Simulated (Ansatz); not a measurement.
# Cu in Ansatz: the effect of target pressure

Crystal: Cu.

```xyz
1
Lattice="-0.0044 1.7884 1.8385 1.8229 -0.0175 1.8516 1.7828 1.7614 0.0226" Properties=species:S:1:pos:R:3 pbc="T T T"
Cu    0.0000    0.0000    0.0000
```

The cell isn't the ideal one: cell sheared at random, sigma 0.01, atoms nudged by 0.01 Å.

Alike in all runs:

| Item | Value |
| --- | --- |
| Program | Ansatz 0.2.0 |
| Task | relaxation of cell and atoms |
| Functional | PBEsol |
| Potentials or basis | Ansatz PAW |
| Cutoff | 420 eV (not typed: the program's choice for these potentials) |
| k mesh | 13 × 12 × 13 |
| Occupations | fermi-dirac, width 0.05 eV |
| Spin | no spin polarisation |

Each run relaxes the cell or the atoms first.

```tsv
target pressure	relaxed volume (Å³/atom)
0 GPa	11.31
2 GPa	?
5 GPa	11.00
10 GPa	10.74
20 GPa	10.30
30 GPa	9.94
```

Problem. What does the run with target pressure 2 GPa give?

Solution. Relaxed volume 11.18 Å³/atom.

Worked out: In Murnaghan's law V^(-B') rises as a straight line in P. The other rows fit best with B' = 4.6, V0 = 11.31 Å³/atom and B0 = 170 GPa, which gives 11.18 Å³/atom at 2 GPa, against the run's 11.18.

Caveats: the plane-wave basis is chosen anew once the cell has moved, so the energies of steps on either side of that aren't comparable; the PAW data sets come from PBE, with cores solved anew for the run's functional, which leaves a small shift of forces and pressure; the volume moved by over 15 % at a fixed basis, so the end points are rough (some runs).

Runs at the PBE level aren't shown here.
